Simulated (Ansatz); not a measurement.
Comparing deformations in WS₂

The calculation used Ansatz, DFT PBEsol+D3(BJ), scalar-relativistic, plane waves, PAW. Settings: plane waves to 420 eV, k-mesh 12×12×4 (Γ-centred), Gaussian smearing 0.05 eV. Spin–orbit coupling is left out, which can shift energies with elements as heavy as these. No spin polarisation. Energies are free energies at this smearing, counted from the undisturbed cell; pressure is positive in compression.

Zero of the scan (relaxed at this level):

```
CELL_PARAMETERS angstrom
3.11473 0.00000 0.00000
-1.55736 2.69743 0.00000
0.00000 0.00000 11.77225
ATOMIC_POSITIONS crystal
W 0.33333 0.66667 0.25000
W 0.66667 0.33333 0.75000
S 0.33333 0.66667 0.61645
S 0.66667 0.33333 0.11645
S 0.33333 0.66667 0.88355
S 0.66667 0.33333 0.38355
```

The cell is strained by ε times a Voigt pattern (xx, yy, zz, yz, xz, xy; engineering shear) with fractional coordinates fixed. τ = (1/V0) dE/dε comes from the stress tensor. Of each scan, only the three points used here are listed.

| pattern | ε | τ (GPa) |
| --- | --- | --- |
| (1, 1, 0, 0, 0, 0) | -0.0150 | -13.30 |
| (1, 1, 0, 0, 0, 0) | 0.0000 | 0.00 |
| (1, 1, 0, 0, 0, 0) | 0.0150 | 11.87 |
| (0, 0, 0, 1, 0, 0) | -0.0075 | -1.36 |
| (0, 0, 0, 1, 0, 0) | 0.0000 | 0.00 |
| (0, 0, 0, 1, 0, 0) | 0.0075 | 1.36 |

Question: Which constants do the scans give, and which deformation costs least for the same size of strain tensor?

Answer: The slope dτ/dε at zero (parabola through three points) is pᵀCp: (1, 1, 0, 0, 0, 0) gives C11 + C22 + 2 C12 = 839 GPa; (0, 0, 0, 1, 0, 0) gives C44 = 182 GPa. The size of the strain tensor, ε:ε, is ε² times 2.0, 0.5. Per unit of it the stiffnesses are 420, 363 GPa, so (0, 0, 0, 1, 0, 0) is the softest of these: at ε:ε = (1 %)² the quadratic term costs 1.87 meV/atom against 2.16 for the stiffest. These are clamped-ion values.

Forces appear on the atoms along this scan, and letting them relax would lower the energy and soften the response.

Cost: 18 runs of about 4.7 core-minutes in all, on Intel Xeon Platinum 8259CL (Skylake/Cascade Lake) (shared hosts).